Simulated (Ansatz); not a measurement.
# AlP: the cost of one run

Computed with Ansatz 0.2.0 (DFT PBE, scalar-relativistic, plane waves, PAW, unless a step's input says otherwise).

The COD entry's cell or inner coordinates are ideal or old and differ from later refinements, so a difference from it is no clean test against experiment.

1 further run of the same task is left out (set aside as unsound or not needed).

## Step 1: The starting structure

It takes space group F-43m (No. 216, cubic). The conventional cell has a = 5.507 Å, b = 5.507 Å, c = 5.507 Å, α = 90.00°, β = 90.00°, γ = 90.00°. Al (site symmetry -43m) is surrounded by 4 P at 2.38 Å. Around P (site symmetry -43m) lie 4 Al at 2.38 Å.

Structure file:

```cif
data_structure
_symmetry_space_group_name_H-M 'F-43m'
_symmetry_Int_Tables_number 216
_cell_length_a 5.5068
_cell_length_b 5.5068
_cell_length_c 5.5068
_cell_angle_alpha 90.000
_cell_angle_beta 90.000
_cell_angle_gamma 90.000
_cell_volume 166.99
loop_
_atom_site_label
_atom_site_type_symbol
_atom_site_symmetry_multiplicity
_atom_site_Wyckoff_symbol
_atom_site_fract_x
_atom_site_fract_y
_atom_site_fract_z
_atom_site_occupancy
Al1 Al 4 a 0.00000 0.00000 0.00000 1
P1 P 4 d 0.25000 0.25000 0.75000 1
```

This cell was relaxed beforehand with the same method: volume 20.87 Å³/atom, gap on the mesh 1.63 eV.

## Step 2: Bands, states and charges

Input file input.yaml:

```yaml
crystal:
  lattice:
    - [0.0, 2.7534005752, 2.7534005752]
    - [2.7534005752, 0.0, 2.7534005752]
    - [2.7534005752, 2.7534005752, 0.0]
  atoms:
    - { symbol: Al, position: [0.0, 0.0, 0.0] }
    - { symbol: P, position: [0.25, 0.25, 0.25] }
basis:
  ecutwfc: 420
kpoints:
  mp_grid: { grid: [8, 8, 8] }
  band_path:
    path:
      - [[0.0, 0.0, 0.0], [-0.5, -0.5, 0.0], [-0.375, -0.375, 0.25]]
      - [[-0.375, 0.0, 0.375], [0.0, 0.0, 0.0], [0.0, 0.0, 0.5], [-0.5, -0.25, 0.25], [-0.5, -0.5, 0.0]]
    npoints: 14
hamiltonian:
  xc: pbe
scf:
  occupations: { method: gaussian, width: 0.02 }
  n_extra_bands: 6
output:
  forces: true
  stress: true
  eigenvalues: true
  populations: true
  dos: { projected: true, de: 0.02, nscf_kmesh: { grid: [12, 12, 12] } }
  bader: true
```

Launch:

```
> ansatz run input.yaml --threads 1 --pin off --max-ram 2560MiB --backend cpu --events-out ev --progress --plain --runs-dir out
```

What time and memory should one allow on 1 thread of Arm Neoverse V1, shared host?

About 22 s, with a peak of 0.28 GiB.
